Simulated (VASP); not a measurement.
Wanted: the native input for a VASP 6.6.1 run.

```
Task                   : single point
Functional             : PBE
Potentials or basis    : VASP PAW PBE potentials, release 64 (Pb_d, O)
Cutoff                 : 520 eV
k mesh                 : 6 × 6 × 6
Occupations            : methfessel-paxton, width 0.05 eV
Spin                   : no spin polarisation
Dipole correction      : no
Further INCAR settings : ALGO = Normal; EDIFF = 1e-06; NBANDS = 20
```

The structure of PbO2 lies in POSCAR:

```
PbO2
1.0
    0.0000000000      2.6581699301      2.6581699301
    2.6581699301      0.0000000000      2.6581699301
    2.6581699301      2.6581699301      0.0000000000
Pb O
1 2
Direct
    0.0000000000      0.0000000000      0.0000000000
    0.2500000000      0.2500000000      0.2500000000
    0.7500000000      0.7500000000      0.7500000000
```

The cell was built by a generator and needn't be a form met in nature.

One way to write it, as run:

INCAR

```
ALGO = Normal ; EDIFF = 1E-6
ENCUT = 520 ; GGA = PE
ISIF = 2 ; ISMEAR = 1
LASPH = T ; LCHARG = F
LREAL = F ; LWAVE = F
NBANDS = 20 ; NELM = 60
PREC = Accurate ; SIGMA = 0.05
```

KPOINTS

```
k-points
0
Gamma
  6 6 6
```

Potentials or basis: VASP PAW PBE potentials, release 64 (Pb_d, O).

Command:

```console
$ cat potpaw_PBE.64/Pb_d/POTCAR potpaw_PBE.64/O/POTCAR > POTCAR
$ mpirun -np 1 vasp_std > vasp.out
```

It gave:

| Quantity | Value |
| --- | --- |
| Pressure | 7.7 GPa |
| Band gap on the k mesh | none (metal or under the smearing width) |

Run time: 11 s on 1 thread of Intel(R) Xeon(R) Platinum 8488C (Sapphire Rapids), with other jobs on the host, peak memory 0.15 GiB.
